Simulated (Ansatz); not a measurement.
## One structure, 3 elements: TiSi2, ZrSi2, HfSi2

Plane-wave DFT in Ansatz with scalar-relativistic PAW potentials, cutoff 420 eV, Γ-centred meshes chosen by cell and gap, Gaussian smearing with energies taken to zero width. Every cell was relaxed (cell and atoms) in a run of its own, within the symmetry of its start. Functional: PBE.

All members share space group Cmcm and the same sites; only the element on one set of sites changes (Ti, Zr, Hf). Members needn't be the stable form of their composition. Energies over the elements, where given, are against the elements' standard states in the same functional (H₂, N₂, O₂ and halogens uncorrected, Hg as a solid). The first member:

Space group Cmcm (No. 63). a = 3.548 Å, b = 13.561 Å, c = 3.579 Å, α = 90.00°, β = 90.00°, γ = 90.00°
```csv
atom,site,symmetry,x,y,z
Ti,4c,m2m,0.5000,0.6032,0.7500
Si,4c,m2m,0.5000,0.9409,0.7500
Si,4c,m2m,0.0000,0.7502,0.7500
```

**Question.** How do size, gap and binding change down the group?

**Answer.**
```tsv
compound	V (Å³/atom)	a (Å)	b (Å)	c (Å)	energy over elements (eV/atom)
TiSi2	14.35	3.548	13.561	3.579	-0.566
ZrSi2	16.80	3.704	14.787	3.680	-0.666
HfSi2	16.39	3.682	14.595	3.659	-0.563
```

Over the series the volume has no steady trend down the group (least for Ti); all are metallic on the mesh; binding against the elements is strongest for Zr. Hf is no larger than Zr here (16.39 against 16.80 Å³/atom), as one expects from the lanthanide contraction and relativistic shrinking of 6s.

Spin-orbit coupling is left out, which matters for the bands of heavy elements.